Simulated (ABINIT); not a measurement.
# Cs (Im-3m) in ABINIT: optical spectrum with PBE

Aim: the optical spectrum of Cs with PBE.

Everything below comes from runs of ABINIT 10.8.3 (patched build). Logs are shortened: lines on timing, memory, paths and dates and some standing lists are left out, and cuts for length are marked. The log counts tension as positive stress, the text compression.

## 1. The structure

Symmetry: Im-3m, No. 229, cubic system. The conventional cell has a = 6.257 Å, b = 6.257 Å, c = 6.257 Å, α = 90.00°, β = 90.00°, γ = 90.00°.

## 2. Optical spectrum, PBE

run.abi

```
# Datasets
ndtset 3

# Pseudopotentials
pp_dirpath "./"
pseudos "Cs.upf"

# Structure
acell 10.2397841865 10.2397841865 10.2397841865
rprim
    -0.5773502692     0.5773502692     0.5773502692
     0.5773502692    -0.5773502692     0.5773502692
     0.5773502692     0.5773502692    -0.5773502692
ntypat 1
znucl 55
natom 1
typat 1
xred
            0.0            0.0            0.0

# Plane-wave basis
ecut 517.016339 eV

# k points
ngkpt 8 8 8
nshiftk 2
shiftk
     0.2500000000     0.2500000000     0.2500000000
    -0.2500000000    -0.2500000000    -0.2500000000
istwfk *1

# Exchange and correlation
ixc 11

# Bands and occupations
occopt 6
tsmear 0.136 eV

# SCF cycle
nstep 80

# Output
iomode 3
prteig 0
prtebands 0

# Dataset 1: ground state
nband1 9
tolvrs1 1.0e-12
prtden1 1
prtwf1 0
kptopt1 1

# Dataset 2: empty bands at fixed density
iscf2 -3
getden2 1
nband2 20
nbdbuf2 4
tolwfr2 1.0e-12
nstep2 120
prtden2 0
kptopt2 1

# Dataset 3: wave functions and velocity matrix elements in the full zone
optdriver3 8
wfk_task3 "wfk_optics_fullbz"
getwfk3 2
nband3 16
kptopt3 1
prtevk3 1
inclvkb3 2
```

optic.abi

```
&FILES
 ddkfile_1 = 'runo_DS3_1_EVK.nc',
 ddkfile_2 = 'runo_DS3_2_EVK.nc',
 ddkfile_3 = 'runo_DS3_3_EVK.nc',
 wfkfile = 'runo_DS3_WFK.nc'
/
&PARAMETERS
 broadening = 0.001837,
 domega = 0.002,
 maxomega = 0.8,
 scissor = 0.000000,
 tolerance = 0.002
/
&COMPUTATIONS
 num_lin_comp = 1,
 lin_comp = 11,
 num_nonlin_comp = 0
/
```

Potentials or basis: PseudoDojo NC SR PBE v0.4.1 standard.

Command:

```
> abinit run.abi > log 2>&1
> optic optic.abi > optic.log 2>&1
```

run.abo:

```text
.Version 10.8.3 of ABINIT
 DATASET    1 : space group Im -3 m (#229); Bravais cI (body-center cubic)
================================================================================
 Values of the parameters that define the memory need for DATASET  1.
     intxc =       0    ionmov =       0      iscf =       7    lmnmax =       8
     lnmax =       8     mgfft =      45  mpssoang =       4    mqgrid =    3001
     natom =       1  nloc_mem =       1    nspden =       1   nspinor =       1
    nsppol =       1      nsym =      48    n1xccc =    2501    ntypat =       1
    occopt =       6   xclevel =       2
       mpw =        3297          nfft =       91125          nkpt =          40
================================================================================
================================================================================
[... 13 lines left out ...]
 DATASET    3 : space group Im -3 m (#229); Bravais cI (body-center cubic)
================================================================================
 Values of the parameters that define the memory need for DATASET  3.
     intxc =       0    ionmov =       0      iscf =       7    lmnmax =       8
     lnmax =       8     mgfft =      45  mpssoang =       4    mqgrid =    3001
     natom =       1  nloc_mem =       1    nspden =       1   nspinor =       1
    nsppol =       1      nsym =      48    n1xccc =    2501    ntypat =       1
    occopt =       6   xclevel =       2
       mpw =        3297          nfft =       91125          nkpt =          40
================================================================================
================================================================================

--------------------------------------------------------------------------------
------------- Echo of variables that govern the present computation ------------
--------------------------------------------------------------------------------
 -outvars: echo values of preprocessed input variables --------
            acell      1.0239784186E+01  1.0239784186E+01  1.0239784186E+01 Bohr
              amu      1.32905430E+02
             ecut      1.90000000E+01 Hartree
           getden1          0
           getden2          1
           getden3          0
           getwfk1          0
           getwfk2          0
           getwfk3          2
             iscf1          7
             iscf2         -3
             iscf3          7
              ixc          11
           jdtset        1    2    3
         kptrlatt        8    0    8      0    8    8     -8   -8    0
          kptrlen      9.45910745E+01
            natom           1
            nband1          9
            nband2         20
            nband3         16
           nbdbuf1          0
           nbdbuf2          4
           nbdbuf3          0
           ndtset           3
            ngfft          45      45      45
             nkpt          40
            nstep1         80
[... 273 lines left out ...]
 reduced coordinates (array xred) for    1 atoms
       0.000000000000      0.000000000000      0.000000000000

 cartesian coordinates (angstrom) at end:
    1      0.00000000000000     0.00000000000000     0.00000000000000
 length scales= 10.239784186500 10.239784186500 10.239784186500 bohr
              =  5.418660432385  5.418660432385  5.418660432385 angstroms
 Eigenvalues (hartree) for nkpt=  40  k points:
 kpt#   1, nband= 20, wtk=  0.00781, kpt= -0.0312 -0.0312  0.0938 (reduced coord)
  -0.83304   -0.34634   -0.34611   -0.34611   -0.01176    0.13305    0.13305    0.13807
   0.16317    0.16317    0.23732    0.24417    0.24417    0.32331    0.32331    0.32484
   0.37658    0.37658    0.42612    0.44741
      occupation numbers for kpt#   1
   2.00000    2.00000    2.00000    2.00000    2.00000    0.00000    0.00000    0.00000
   0.00000    0.00000    0.00000    0.00000    0.00000    0.00000    0.00000    0.00000
   0.00000    0.00000    0.00000    0.00000
 prteigrs : prtvol=0 or 1, do not print more k-points.

--- !EnergyTerms
iteration_state     : {dtset: 2, }
comment             : Components of total free energy in Hartree
kinetic             :  5.10590761758731E+00
hartree             :  5.17777001005995E+00
xc                  : -6.83095325646317E+00
Ewald energy        : -1.24653583205268E+01
psp_core            :  2.48452629081443E-01
local_psp           : -1.78868282938601E+01
non_local_psp       :  3.27461089541918E+00
internal            : -2.33763987187022E+01
'-kT*entropy'       : -1.79345644464896E-05
total_energy        : -2.33764166532666E+01
...

--- !EnergyTermsDC
iteration_state     : {dtset: 2, }
comment             : '"Double-counting" decomposition of free energy'
band_energy         : -3.72809046257011E+00
Ewald energy        : -1.24653583205268E+01
psp_core            :  2.48452629081443E-01
xc_dc               : -7.43140253539638E+00
internal            : -2.33763986894119E+01
'-kT*entropy'       : -1.79345644464896E-05
total_energy_dc     : -2.33764166239763E+01
...

================================================================================
== DATASET  3 ==================================================================

--- !DatasetInfo
iteration_state: {dtset: 3, }
dimensions: {natom: 1, nkpt: 40, mband: 16, nsppol: 1, nspinor: 1, nspden: 1, mpw: 3297, }
cutoff_energies: {ecut:  19.0, pawecutdg:  -1.0, }
electrons: {nelect:   9.00000000E+00, charge:   0.00000000E+00, occopt:   6.00000000E+00, tsmear:   4.99790782E-03, }
meta: {optdriver: 8, wfk_task: 7, }
...

 mkfilename : getwfk/=0, take file _WFK from output of DATASET   2.

 Exchange-correlation functional for the present dataset will be:
  GGA: Perdew-Burke-Ernzerhof functional - ixc=11
  J.P.Perdew, K.Burke, M.Ernzerhof, PRL 77, 3865 (1996)

--------------------------------------------------------------------------------

 Computation of velocity matrix elements (DDK)

 Parameters extracted from the Abinit header:
    ecut:     19.0
    nkpt:    1024
    mband:   20
    nsppol:  1
    nspinor: 1
    useylm:  0
    inclvkb: 2
    bmin: 1, bmax: 20
    Computing diagonal and off-diagonal matrix elements
    Between band index bmin: 1, bmax: 20

== END DATASET(S) ==============================================================
================================================================================

 -outvars: echo values of variables after computation  --------
            acell      1.0239784186E+01  1.0239784186E+01  1.0239784186E+01 Bohr
           etotal1    -2.3376416624E+01
           etotal2    -2.3376416624E+01
           etotal3     0.0000000000E+00
            fcart1    -0.0000000000E+00 -0.0000000000E+00 -0.0000000000E+00
            fcart3     0.0000000000E+00  0.0000000000E+00  0.0000000000E+00
            rprim     -5.7735026920E-01  5.7735026920E-01  5.7735026920E-01
                       5.7735026920E-01 -5.7735026920E-01  5.7735026920E-01
                       5.7735026920E-01  5.7735026920E-01 -5.7735026920E-01
           strten1     2.8961146055E-06  2.8961146055E-06  2.8961146055E-06
                       0.0000000000E+00  0.0000000000E+00  0.0000000000E+00
           strten3     0.0000000000E+00  0.0000000000E+00  0.0000000000E+00
                       0.0000000000E+00  0.0000000000E+00  0.0000000000E+00
 Calculation completed.
```

optic_0001_0001-linopt.out:

```text
#calculated the component:  1  1  of dielectric function
 #broadening:    0.000000E+00    1.837000E-03
 #scissors shift:    0.000000E+00
 #energy window:    3.535668E+01eV    1.299334E+00Ha
 # Energy(eV)         Im(eps(w))
    2.721139E-01    2.424796E-02
    8.163416E-01    2.162433E-01
    1.360569E+00    2.797774E+00
    1.904797E+00    1.021914E+00
    2.449025E+00    6.450402E-01
    2.993252E+00    2.479472E-01
[... 32 lines left out ...]
    2.095277E+01    1.439757E-01
    2.149700E+01    8.187624E-02
[... 169 lines left out ...]
    1.904797E+00    4.608673E-02
    2.449025E+00    2.127228E-02
    2.993252E+00    1.008349E-02
[... 32 lines left out ...]
    2.095277E+01    2.531481E-02
    2.149700E+01    2.505289E-02
 # Energy(eV)         absorption coeff (in 10^6 m-1) = omega Im(eps) / c n(eps)
    1.632683E-01    6.764167E-03
    7.074960E-01   -9.075956E-02
    1.251724E+00    8.907403E+00
    1.795951E+00    5.969415E+00
    2.340179E+00    4.201599E+00
    2.884407E+00    2.110108E+00
[... 32 lines left out ...]
    2.084392E+01    2.220557E+01
    2.138815E+01    1.138588E+01
```

Wall time 2.9 min (1 thread of Arm Neoverse V2, shared host); peak memory 1.2 GiB.

Results:

```
Free energy : -636.1047 eV
Pressure    : -0.1 GPa
```

Dielectric function (mean over the directions given):
| energy (eV) | real part | imaginary part |
| --- | --- | --- |
| 0.33 | 2.89 | 0.03 |
| 1.31 | 2.42 | 2.55 |
| 2.29 | 1.01 | 0.41 |
| 3.37 | 0.79 | 0.36 |
| 4.35 | 1.11 | 0.14 |
| 5.44 | 1.23 | 0.06 |
| 6.42 | 1.33 | 0.03 |
| 7.51 | 1.47 | 0.02 |
| 8.49 | 1.58 | 0.01 |
| 9.58 | 1.78 | 0.02 |
| 10.56 | 2.30 | 0.08 |
| 11.65 | 2.35 | 1.20 |
| 12.63 | 1.15 | 1.37 |
| 13.71 | 2.24 | 1.80 |
| 14.69 | -0.14 | 0.73 |
| 15.78 | -0.14 | 0.96 |
| 16.76 | -0.13 | 0.27 |
| 17.85 | 0.51 | 0.40 |
| 18.83 | 0.49 | 0.33 |
| 19.92 | 0.52 | 0.21 |

Caveat: the intraband (Drude) term is left out; spectra need much finer meshes, so this one isn't converged; independent-particle spectra lack excitons.
